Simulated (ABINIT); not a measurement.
The system is CdF2.

```
Cd F
1.0
     0.00000    2.69400    2.69400
     2.69400    0.00000    2.69400
     2.69400    2.69400    0.00000
Cd F
1 2
Cartesian
  0.0000 0.0000 0.0000
  4.0410 4.0410 4.0410
  1.3470 1.3470 1.3470
```

- Program: ABINIT 10.8.3 (patched build)
- Task: relaxation of cell and atoms
- Functional: LDA
- Potentials or basis: PseudoDojo NC SR LDA v0.4.1 standard
- Cutoff: 1442 eV
- k mesh: 7 × 7 × 7
- Occupations: fermi-dirac, width 0.05 eV
- Spin: no spin polarisation

At the start: pressure -5.7 GPa; volume 13.03 Å³/atom.

Question: Where does the relaxation end?

Answer: Over 5 steps the energy falls by 12.2 meV/atom and the volume is 12.39 Å³/atom (-5.0 %); space group Fm-3m (No. 225, to 0.05 Å).

Step by step:
```csv
step,energy change (eV),largest force (eV/Å),pressure (GPa),volume (Å³)
1,0.0000,0.0000,-5.74,39.10
2,-0.0207,0.0000,-3.93,38.42
3,-0.0365,0.0000,0.38,37.05
4,-0.0367,0.0000,-0.02,37.16
5,-0.0367,0.0000,0.00,37.16
```

Final structure:
```cif
data_structure
_symmetry_space_group_name_H-M 'P 1'
_symmetry_Int_Tables_number 1
_cell_length_a 3.7456
_cell_length_b 3.7456
_cell_length_c 3.7456
_cell_angle_alpha 60.000
_cell_angle_beta 60.000
_cell_angle_gamma 60.000
_cell_volume 37.16
loop_
_atom_site_label
_atom_site_type_symbol
_atom_site_fract_x
_atom_site_fract_y
_atom_site_fract_z
_atom_site_occupancy
Cd1 Cd 0.00000 0.00000 0.00000 1
F1 F 0.75000 0.75000 0.75000 1
F2 F 0.25000 0.25000 0.25000 1
```
